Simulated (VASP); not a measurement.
A run of VASP 6.6.1:

Contents of INCAR:

```
PREC     = Accurate       # precision mode
ENCUT    = 600            # plane-wave cutoff, eV
EDIFF    = 1E-6           # SCF threshold, eV
ISMEAR   = 0              # smearing method
SIGMA    = 0.03           # smearing width, eV
LREAL    = F              # projectors in reciprocal space
LASPH    = T              # aspherical terms in the spheres
NELM     = 80             # most SCF steps
ALGO     = Normal         # electronic algorithm
ISIF     = 3              # what is computed and relaxed
LWAVE    = F              # write WAVECAR
LCHARG   = F              # write CHGCAR
GGA      = PS             # functional
IBRION   = 2              # ionic algorithm
NSW      = 90             # ionic steps
EDIFFG   = -0.01          # ionic threshold
LATTICE_CONSTRAINTS= .FALSE. .FALSE. .TRUE.
KPAR     = 2
```

Contents of KPOINTS:

```
regular mesh
0
Gamma
  12 8 12
```

File POSCAR:

```
GaN
1.0
    3.1131016400      0.0000000000      0.0000000000
    0.0000000000      4.9818130000      0.0000000000
    1.5565507900      0.0000000000      2.8567713700
Ga N
2 2
Direct
    0.3333330000      0.0007600000      0.3333330000
    0.6666670000      0.5007600000      0.6666670000
    0.3333330000      0.6242400000      0.3333330000
    0.6666670000      0.1242400000      0.6666670000
```

Potentials or basis: VASP PAW PBE potentials, release 64 (Ga_d, N).

The run is started by

```console
$ cat potpaw_PBE.64/Ga_d/POTCAR potpaw_PBE.64/N/POTCAR > POTCAR
$ mpirun -np 2 vasp_std > vasp.out
```

Hardware: 2 MPI ranks on Intel(R) Xeon(R) Platinum 8559C (Emerald Rapids), on a shared host.

Question: How long does it take, and how much memory?

Answer: It took 7.2 min on 2 MPI ranks on Intel(R) Xeon(R) Platinum 8559C (Emerald Rapids) (shared host), peak memory 0.34 GiB a rank. Counts: scf iterations 78, k points 215, ion steps 15.
